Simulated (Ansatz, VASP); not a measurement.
**Os in VASP and in Ansatz**

File INCAR:

```
SYSTEM = Os
PREC = Accurate
ENCUT = 600
EDIFF = 1E-7
ISMEAR = -1
SIGMA = 0.05
LREAL = .FALSE.
LASPH = .TRUE.
NELM = 80
ALGO = Normal
ISIF = 3
LWAVE = .FALSE.
LCHARG = .FALSE.
METAGGA = R2SCAN
LMIXTAU = .TRUE.
LUSE_VDW = .TRUE.
IVDW_NL = 2
BPARAM = 11.95
CPARAM = 0.0093
IBRION = 2
NSW = 40
EDIFFG = -0.01
```

KPOINTS

```
regular mesh
0
G
  11 11 6
  0 0 0
```

The input POSCAR:

```
Os
1.0
    2.7341000000      0.0000000000      0.0000000000
   -1.3670500000      2.3678000565      0.0000000000
    0.0000000000      0.0000000000      4.3197000000
Os
2
Direct
    0.6666666667      0.3333333333      0.7500000000
    0.3333333333      0.6666666667      0.2500000000
```

Contents of input.yaml:

```yaml
crystal:
  lattice:
    - [2.7341, 0.0, 0.0]
    - [-1.36705, 2.3678000565, 0.0]
    - [0.0, 0.0, 4.3197]
  atoms:
    - { symbol: Os, position: [0.6666666667, 0.3333333333, 0.75] }
    - { symbol: Os, position: [0.3333333333, 0.6666666667, 0.25] }
hamiltonian:
  xc: r2scan
  pseudopotentials: { kind: paw }
  dispersion: rvv10
kpoints:
  mp_grid: { grid: [11, 11, 6] }
scf:
  occupations: { method: fermi_dirac, width: 0.05 }
output:
  forces: true
  stress: true
  write_density: true
  write_potential: true
  elf: true
  volumetric_format: npy
relax:
  f_tol: 0.01
  max_steps: 40
  cell: { stress_tol: 0.05 }
```

Alike in both runs: task relaxation of cell and atoms; functional r2SCAN; dispersion rVV10; k mesh 11 × 11 × 6; occupations fermi-dirac, width 0.05 eV; no spin polarisation.

|  | VASP | Ansatz |
| --- | --- | --- |
| version | VASP 6.6.1 | Ansatz 0.2.0 |
| potentials or method | VASP PAW PBE potentials, release 64 (Os) | Ansatz PAW |
| plane-wave cutoff (eV) | 600 | 500 |
| valence electrons in the cell | 16 | 32 |

```tsv
	VASP	Ansatz	Ansatz less VASP
gap on the k mesh at the Fermi level, each at its own relaxed structure (eV)	none	none	-
relaxed volume (Å³/atom)	14.00	13.92	-0.087
relaxed cell length with the largest relative difference (Å)	2.736	2.730	-0.0059
```

A gap of «none» marks a metal or a gap that the smearing closes. The two sets of potentials don't hold the same shells in valence.

Caveats: the PAW data sets were made with another functional, which shifts forces and pressure a little (VASP); the plane-wave basis is chosen anew once the cell has moved, so the energies of steps on either side of that aren't comparable (Ansatz); the PAW data sets come from PBE, with cores solved anew for the run's functional, which leaves a small shift of forces and pressure (Ansatz). Spin-orbit coupling is left out, which matters for the levels of Os.
